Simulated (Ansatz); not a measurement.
SnO2 (1T monolayer), relaxed with r2SCAN in the plane-wave code Ansatz. In-plane lattice: a = 3.189 Å, b = 3.189 Å, γ = 120.0°; thickness between the outer nuclei 1.98 Å. Sn has 6 O at 2.09 Å; O has 3 Sn at 2.09 Å.

The axes x, y and z are those of this cell:
```yaml
crystal:
  lattice:
    - [3.18893, 0.00000, 0.00000]
    - [-1.59447, 2.76170, 0.00000]
    - [0.00000, 0.00000, 28.53365]
  atoms:
    - { symbol: Sn, position: [0.00000, 0.00000, 0.31542] }
    - { symbol: O, position: [0.33333, 0.66667, 0.35015] }
    - { symbol: O, position: [0.66667, 0.33333, 0.28068] }
```
Two periodic directions, a and b.

Unstrained: The PBE gap is indirect, 2.873 eV (Γ–K (0.73 of the way from Γ) to Γ), below the direct gap of 3.498 eV at Γ–M (0.10 of the way from Γ). r2SCAN gives an indirect gap of 3.439 eV, from Γ–K (0.73 of the way from Γ) to Γ; the least direct gap is 4.060 eV at Γ–M (0.10 of the way from Γ). The HSE06 gap is indirect, 4.465 eV (Γ–K (0.73 of the way from Γ) to Γ), below the direct gap of 5.061 eV at Γ–M (0.10 of the way from Γ). Meshes: PBE 12×12×1, r2SCAN 12×12×1, HSE06 6×6×1. Strains are changes of length per length. After each strain the atoms were relaxed again with r2SCAN within the symmetry that the strain leaves, so tilts or polar shifts that break it weren't tested; points keep the names that they have in the unstrained zone. All values are calculated for a non-magnetic cell, which may be hypothetical.

Question: Estimate what in-plane biaxial -5.0 % does to the gap.

Answer: PBE: the gap goes from 2.873 to 3.736 eV (+0.863 eV); the edges go from Γ–K (0.73) → Γ to Γ–K (0.72) → Γ. r2SCAN: the gap goes from 3.439 to 4.362 eV (+0.923 eV); the edges go from Γ–K (0.73) → Γ to Γ–K (0.72) → Γ. HSE06: the gap goes from 4.465 to 5.409 eV (+0.944 eV); the edges go from Γ–K (0.73) → Γ to Γ–K (0.72) → Γ. The r2SCAN energy rises by 95.9 meV an atom.

Question: Estimate what uniaxial +5.0 % along y, other directions held does to the gap.

Answer: PBE: the gap goes from 2.873 to 2.401 eV (-0.472 eV); the edges go from Γ–K (0.73) → Γ to (0.229, 0.276, 0) → Γ. r2SCAN: the gap goes from 3.439 to 2.931 eV (-0.508 eV); the edges go from Γ–K (0.73) → Γ to (0.229, 0.276, 0) → Γ. HSE06: the gap goes from 4.465 to 3.939 eV (-0.526 eV); the edges go from Γ–K (0.73) → Γ to (0.229, 0.276, 0) → Γ. The r2SCAN energy rises by 30.3 meV an atom.

Question: Apply in-plane biaxial +1.0 %. How far does the gap move, against the unstrained cell?

Answer: PBE: the gap goes from 2.873 to 2.687 eV (-0.186 eV); the edges go from Γ–K (0.73) → Γ to Γ–K (0.75) → Γ. r2SCAN: the gap goes from 3.439 to 3.239 eV (-0.200 eV); the edges go from Γ–K (0.73) → Γ to Γ–K (0.75) → Γ. HSE06: the gap goes from 4.465 to 4.257 eV (-0.208 eV); the edges go from Γ–K (0.73) → Γ to Γ–K (0.75) → Γ. The r2SCAN energy rises by 3.4 meV an atom.

Spin-orbit coupling is left out, which matters wherever the heavy atoms make up the band edges.

Where an edge lies off the special points, it is a point of the mesh or the k point where a search put PBE's edge or least direct gap, reused for the other functionals, whose own edges may lie a little apart.

Coordinates of k points refer to the reciprocal vectors of the primitive cell of the runs.

The meshes of the hybrids are coarse, so their gaps aren't converged to the digits shown.

For some runs the program warns that the potential is rough where the density is thin, which bears on empty states near the vacuum.
